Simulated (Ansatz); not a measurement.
H started midway between two neighbours in rocksalt MgO, 65 atoms, charge +1

All numbers come from Ansatz (PAW, plane waves, no spin–orbit coupling) at the single k point (¼, ¼, ¼) without its symmetry partners. The atoms were relaxed with PBEsol in a fixed cell; other functionals are single points on those atoms unless said otherwise. The valence top and gap of the host come from its small cell on a dense mesh, with the band extrema sought between the mesh points, lined up by the mean potential, PBEsol gap 4.62 eV, HSE06 gap 6.46 eV. The charge correction uses an assumed dielectric constant of 9.8.

Cell: a = 8.429 Å, b = 8.429 Å, c = 8.429 Å, α = 90.00°, β = 90.00°, γ = 90.00°.

Nearest atoms after relaxation, from the placed atom (for vacancies from the middle of the vacant sites): O at 0.99 Å, Mg at 1.93 Å, Mg at 1.93 Å, Mg at 1.93 Å, O at 2.16 Å, O at 2.18 Å, O at 2.18 Å, Mg at 2.62 Å.

Chemical potentials μ are those of reference phases of the elements at zero temperature by the same functional (the usual solids, diamond for C, grey Sn, and the molecules H2, N2, O2, F2, Cl2, Br2 and S8).

```tsv
functional	E(defect) − E(host) − Σ nμ + q·E_VBM (eV)	monopole (eV)	alignment (eV)	formation energy at E_F = VBM (eV)	moment (μB)	wall time, shared host
PBEsol	-0.77	0.25	-0.04	-0.56	0 (no spin)	15 s on NVIDIA H100 (relaxation)
HSE06	-1.69	0.25	-0.03	-1.47	0 (no spin)	20 s on NVIDIA H100
```

Task: How does the monopole term follow by hand for this cubic cell?

Result: q²·α·e²/(4πε₀)/(2εL) with the Madelung constant α = 2.837 and e²/4πε₀ = 14.40 eV·Å: 1 × 2.837 × 14.40 / (2 × 9.8 × 8.429) = 0.25 eV.

HSE06 one-electron levels near the gap (the ten most localised at most), from the host's valence top, not corrected for the charge's images:

```csv
level (eV),spin,filling,atoms sharing it,element of the atom with most weight
-0.06,both,2.00,33.2,spread
-0.04,both,2.00,33.8,spread
```

All elements are taken at their own reference at once; growth conditions in equilibrium with the host shift these energies, by up to the host's formation enthalpy.

One k point and a cell of this size can leave errors of several tenths of an eV in such numbers.
